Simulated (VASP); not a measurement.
Input of a VASP 6.6.1 run:

The input POSCAR:

```
PbS                                     
1.0
    0.0000000000      2.9518845311      2.9518845311
    2.9518845311      0.0000000000      2.9518845311
    2.9518845311      2.9518845311      0.0000000000
  Pb              S             
     1     1
Direct
     0.0000000000000000    0.0000000000000000    0.0000000000000000
     0.5000000000000000    0.5000000000000000    0.5000000000000000
```

File INCAR.step1:

```
SYSTEM = PbS
PREC = Accurate
ENCUT = 520
EDIFF = 1E-6
ISMEAR = 0
SIGMA = 0.02
LREAL = .False.
LASPH = .True.
NELM = 100
ALGO = Normal
ISIF = 2
LWAVE = .False.
LCHARG = .True.
GGA = PS
NBANDS = 17
```

File KPOINTS.step1:

```
Automatic mesh
0
Gamma
  10 10 10
  0 0 0
```

Contents of INCAR.step2:

```
SYSTEM = PbS
PREC = Accurate
ENCUT = 520
EDIFF = 1E-6
ISMEAR = 0
SIGMA = 0.05
LREAL = .False.
LASPH = .True.
NELM = 100
ALGO = Normal
ISIF = 2
LWAVE = .False.
LCHARG = .False.
GGA = PS
NBANDS = 17
ICHARG = 11
```

Contents of KPOINTS.step2:

```
path GXWKGLUWLK,UX
10
line-mode
reciprocal
 0.0000000000  0.0000000000  0.0000000000  G
 0.5000000000  0.0000000000  0.5000000000  X

 0.5000000000  0.0000000000  0.5000000000  X
 0.5000000000  0.2500000000  0.7500000000  W

 0.5000000000  0.2500000000  0.7500000000  W
 0.3750000000  0.3750000000  0.7500000000  K

 0.3750000000  0.3750000000  0.7500000000  K
 0.0000000000  0.0000000000  0.0000000000  G

 0.0000000000  0.0000000000  0.0000000000  G
 0.5000000000  0.5000000000  0.5000000000  L

 0.5000000000  0.5000000000  0.5000000000  L
 0.6250000000  0.2500000000  0.6250000000  U

 0.6250000000  0.2500000000  0.6250000000  U
 0.5000000000  0.2500000000  0.7500000000  W

 0.5000000000  0.2500000000  0.7500000000  W
 0.5000000000  0.5000000000  0.5000000000  L

 0.5000000000  0.5000000000  0.5000000000  L
 0.3750000000  0.3750000000  0.7500000000  K

 0.6250000000  0.2500000000  0.6250000000  U
 0.5000000000  0.0000000000  0.5000000000  X
```

Potentials or basis: VASP PAW PBE potentials, release 64 (Pb_d, S).

Run with:

```bash
$ cat potpaw_PBE.64/Pb_d/POTCAR potpaw_PBE.64/S/POTCAR > POTCAR
$ cp INCAR.step1 INCAR
$ cp KPOINTS.step1 KPOINTS
$ mpirun -np 1 vasp_std > vasp.out
$ cp INCAR.step2 INCAR
$ cp KPOINTS.step2 KPOINTS
$ mpirun -np 1 vasp_std > vasp.out
```

(1) Estimate the band gap along the path.

(2) What does it give for the band gap on the k mesh?

## Answers

(1) 0.20 eV, direct.

(2) 0.20 eV, direct.

Caveat: the log is that of the step along the path at fixed density, whose energy, stress, charges and moments have no meaning; spin-orbit coupling is left out, which as a rule narrows the gap of such compounds by several tenths of an eV.
